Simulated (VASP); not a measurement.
Si5Ge3: relaxation of cell and atoms with PBEsol

Si5Ge3:

```
Ge Si
1.0
     5.51363    0.00000    0.00000
     0.00000   -5.51363    0.00000
     0.00000    0.00000   -5.51363
Ge Si
3 5
Direct
  0.75000 0.75000 0.75000
  0.25000 0.25000 0.75000
  0.50000 0.00000 0.00000
  0.25000 0.75000 0.25000
  0.75000 0.25000 0.25000
  0.00000 0.50000 0.00000
  0.00000 0.00000 0.50000
  0.50000 0.50000 0.50000
```

The cell was built by a generator and needn't be a form met in nature.

```json
{
  "Program": "VASP 6.6.1",
  "Task": "relaxation of cell and atoms",
  "Functional": "PBEsol",
  "Potentials or basis": "VASP PAW PBE potentials, release 64 (Ge_d, Si)",
  "Cutoff": "600 eV",
  "k mesh": "6 × 6 × 6",
  "Occupations": "gaussian, width 0.03 eV",
  "Spin": "no spin polarisation",
  "Further INCAR settings": "ALGO = Normal; EDIFF = 1e-06; IBRION = 2; EDIFFG = -0.01; NSW = 90; ISIF = 3"
}
```

```json
{"Relaxed volume": "20.97 Å³/atom", "Relaxed cell": "a = 5.515 Å, b = 5.515 Å, c = 5.514 Å, α = 90.00°, β = 90.00°, γ = 89.96°", "Space group after relaxing (to 0.05 Å)": "Cmm2 (No. 35)", "Energy gained by relaxing": "6.2 meV/atom", "Ionic steps": "6", "Pressure after relaxing": "-0.1 GPa", "Largest force after relaxing": "0.010 eV/Å", "Band gap on the k mesh": "0.32 eV, direct"}
```

Forces on the atoms (eV/Å):
```
Ge   0.001  0.001  0.007
Ge  -0.001 -0.001  0.007
Ge   0.000  0.000 -0.010
Si   0.000  0.000  0.007
Si   0.000  0.000  0.007
Si   0.000  0.000 -0.006
Si   0.000  0.000 -0.006
Si   0.000  0.000 -0.006
```

Step by step:
| step | energy change (eV) | largest force (eV/Å) | pressure (GPa) | volume (Å³) |
| --- | --- | --- | --- | --- |
| 1 | 0.0000 | 0.5178 | 0.09 | 167.62 |
| 2 | -0.0467 | 0.1173 | -0.11 | 167.89 |
| 3 | -0.0490 | 0.0282 | -0.19 | 167.96 |
| 4 | -0.0490 | 0.0336 | 0.13 | 167.33 |
| 5 | -0.0493 | 0.0107 | 0.03 | 167.66 |
| 6 | -0.0493 | 0.0100 | -0.05 | 167.74 |

Final structure:
```yaml
crystal:
  lattice:
    - [5.51529, -0.00178, 0.00000]
    - [0.00178, -5.51529, 0.00000]
    - [0.00000, 0.00000, -5.51427]
  atoms:
    - { symbol: Ge, position: [0.75287, 0.74713, 0.74714] }
    - { symbol: Ge, position: [0.24713, 0.25287, 0.74714] }
    - { symbol: Ge, position: [0.50000, 0.00000, 0.00562] }
    - { symbol: Si, position: [0.24735, 0.74735, 0.25262] }
    - { symbol: Si, position: [0.75265, 0.25265, 0.25262] }
    - { symbol: Si, position: [0.00000, 0.50000, 0.00516] }
    - { symbol: Si, position: [0.00000, 0.00000, 0.49485] }
    - { symbol: Si, position: [0.50000, 0.50000, 0.49485] }
```

Levels at points of the mesh, in eV from the valence-band top:
```csv
k point,band 28,band 29,band 30,band 31,band 32,band 33,band 34,band 35
"(0.00, 0.00, 0.00)",-2.90,-0.06,-0.01,0.00,0.32,0.37,0.59,0.83
"(0.50, 0.00, 0.00)",-2.02,-2.02,-1.90,-1.89,0.90,1.09,2.90,2.93
"(0.00, 0.00, 0.50)",-2.14,-2.03,-1.91,-1.77,0.78,1.18,2.93,3.06
"(0.50, 0.50, 0.00)",-1.62,-1.47,-1.33,-1.21,1.99,2.11,2.34,2.55
"(0.00, 0.50, 0.50)",-1.55,-1.45,-1.32,-1.30,2.06,2.11,2.29,2.48
"(0.50, 0.50, 0.50)",-1.26,-1.21,-1.15,-1.01,0.53,0.85,1.18,1.31
```

Run time: 3.1 min on 4 MPI ranks on Intel(R) Xeon(R) 6975P-C (Granite Rapids) (shared host), peak memory 0.55 GiB a rank.

Caveat: the PAW data sets were made with another functional, which shifts forces and pressure a little. A k mesh can miss the band edges.
